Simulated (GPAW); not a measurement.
Crystal: FePt (Tetraferroplatinum).

```
Pt Fe
1.0
     2.72350    0.00000    0.00000
     0.00000    2.72350    0.00000
     0.00000    0.00000    3.72000
Pt Fe
1 1
Cartesian
  1.3618 1.3618 1.8600
  0.0000 0.0000 0.0000
```

Base run:

- Program: GPAW 26.7.0
- Functional: PBE
- Potentials or basis: GPAW PAW data sets (gpaw-data 1.2.1)
- Cutoff: 600 eV
- Basis: pw
- k mesh: 7 × 7 × 5
- Occupations: fermi-dirac, width 0.05 eV
- Spin: collinear spin, ferromagnetic start
- Starting moments: [0.0, 3.0] μB
- Hubbard terms: Fe d U = 3 eV

Its results: band gap on the k mesh none (metal or under the smearing width); pressure 13.1 GPa; net moment 3.65 μB per cell; site moments Pt +0.31; Fe +3.39 μB.

Question: The run is repeated on the same cell with these changes: hubbard terms from Fe d U = 3 eV to Fe d U = 5 eV. What comes out?

Answer: Band gap on the k mesh none (metal or under the smearing width); pressure 23.1 GPa; net moment 3.65 μB per cell; site moments Pt +0.15; Fe +3.44 μB.

Caveats: the U is typed as a test and isn't derived for this compound.

Not every run made on this cell is shown here.
